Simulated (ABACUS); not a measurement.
CuI (Marshite):

```
I Cu
1.0
     0.00000    3.03150    3.03150
     3.03150    0.00000    3.03150
     3.03150    3.03150    0.00000
I Cu
1 1
Direct
  0.00000 0.00000 0.00000
  0.75000 0.75000 0.75000
```

Base run:

```yaml
Program: ABACUS 3.10.1
Functional: RPBE
Potentials_or_basis: GBRV ultrasoft 1.5 PBE
Cutoff: 544 eV
Density_cutoff: 4354 eV
Basis: plane waves
k_mesh: 6 × 6 × 6
Occupations: fermi-dirac, width 0.05 eV
Spin: no spin polarisation
```

Its results: band gap on the k mesh 1.25 eV, direct; pressure 2.2 GPa.

Q: The run is repeated on the same cell with these changes: functional from RPBE to PBE. What comes out?

A: Band gap on the k mesh 1.11 eV, direct; pressure 0.2 GPa.

PBE binds more tightly than RPBE, so the same cell stands under less pressure.

Caveats: spin-orbit coupling is left out, which moves the levels of the heavy elements; the potentials were made for another functional, which shifts forces and pressure (some runs).

